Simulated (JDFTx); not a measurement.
Runs of JDFTx 1.7.0 (patched build) on Ti. The structure is hexagonal, space group P6_3/mmc (No. 194). Conventional cell: a = 2.950 Å, b = 2.950 Å, c = 4.680 Å, α = 90.00°, β = 90.00°, γ = 120.00°. Around Ti (site symmetry -6m2) lie 12 Ti at 2.89 to 2.95 Å. 

```csv
task,level,potentials or basis,k mesh,cutoff (eV),local potential set to -Z/r beyond,density cutoff over wavefunction cutoff,further solve for the empty bands,pseudo rcut,mesh quality,gap on the mesh (eV),pressure (GPa),V0 of scaled cells (Å³/atom),B0 (GPa)
single point,PBEsol,PseudoDojo-SR-PBEsol-0.4.1-standard with smoothed tails,10 × 10 × 6,1143,6 bohr,8,yes,6,not flagged,none,(a),-,-
equation of state,r2SCAN,SG15-PBE-1.2 with smoothed tails,6 × 6 × 4,1088,6 bohr,8,-,6,coarse,-,-,17.37,119
equation of state,PBE,PseudoDojo-SR-PBE-0.5-standard,10 × 10 × 6,1143,-,4,-,-,not flagged,-,-,17.42,111
single point,PBE,PseudoDojo-SR-PBE-0.5-standard,10 × 10 × 6,1143,-,4,yes,-,not flagged,none,(b),-,-
equation of state,PBEsol,PseudoDojo-SR-PBEsol-0.4.1-standard with smoothed tails,10 × 10 × 6,1143,6 bohr,8,-,6,not flagged,-,-,16.74,118
```

Alike in all rows: no spin polarisation; cell as given; smearing fermi-dirac 0.05 eV.

**Question.** Fill in the values left out.

**Answer.** (a) -5.6; (b) -1.3.

Caveats: some runs use coarse meshes; the cell was scaled at fixed shape and fractional positions, which overstates the stiffness of a crystal with free parameters, most of all of layers and chains (some runs); the potentials were made for another functional, which shifts forces and pressure (some runs).

A k mesh can miss the band edges.

A gap of «none» marks a metal or a gap under the smearing width.

Not every run made on this cell is shown here.
